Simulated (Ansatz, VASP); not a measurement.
# One calculation of Rh, two programs

Contents of INCAR:

```
SYSTEM = Rh
PREC = Accurate
ENCUT = 520
EDIFF = 1E-6
ISMEAR = -1
SIGMA = 0.1
LREAL = .False.
LASPH = .True.
NELM = 100
ALGO = Normal
ISIF = 2
LWAVE = .False.
LCHARG = .False.
GGA = PS
NBANDS = 14
```

File KPOINTS:

```
Automatic mesh
0
Gamma
  16 16 16
  0 0 0
```

Contents of POSCAR:

```
Rh
1.0
   -1.4737508581      1.4737508581      1.4737508581
    1.4737508581     -1.4737508581      1.4737508581
    1.4737508581      1.4737508581     -1.4737508581
Rh
1
Direct
    0.0000000000      0.0000000000      0.0000000000
```

Input for Ansatz:

```yaml
crystal:
  lattice:
    - [-1.4737508581, 1.4737508581, 1.4737508581]
    - [1.4737508581, -1.4737508581, 1.4737508581]
    - [1.4737508581, 1.4737508581, -1.4737508581]
  atoms:
    - { symbol: Rh, position: [0.0, 0.0, 0.0] }
hamiltonian:
  xc: pbesol
  pseudopotentials:
    kind: paw
    azcp:
      Rh: "pseudopotentials/Rh.paw.azcp"
basis:
  ecutwfc: 420
  fft_grid_basis: typed
kpoints:
  mp_grid: { grid: [16, 16, 16], shift: [0, 0, 0] }
magnetization:
  spin_polarized: false
scf:
  occupations: { method: fermi_dirac, width: 0.1 }
  lower_state_search: "off"
output:
  stress: true
  write_density: true
  write_potential: true
  elf: true
  volumetric_format: npy
```

Alike in both runs: task single point; functional PBEsol; k mesh 16 × 16 × 16; occupations fermi-dirac, width 0.1 eV; no spin polarisation.

|  | VASP | Ansatz |
| --- | --- | --- |
| version | VASP 6.6.1 | Ansatz 0.2.0 |
| potentials or method | VASP PAW PBE potentials, release 64 (Rh_pv) | plane waves (420 eV) with PAW, scalar-relativistic |
| plane-wave cutoff (eV) | 520 | 420 |
| valence electrons in the cell | 15 | 17 |

|  | VASP | Ansatz | Ansatz less VASP |
| --- | --- | --- | --- |
| pressure (GPa) | 27.4 | 27.4 | +0.03 |

The two sets of potentials don't hold the same shells in valence. Ansatz warned: «pseudo_functional_mismatch».

Caveats: so large a pressure means that the cell lies far from this level's equilibrium, or that cutoff or potentials fall short (VASP); the potentials were made for another functional, which shifts forces and pressure (VASP).
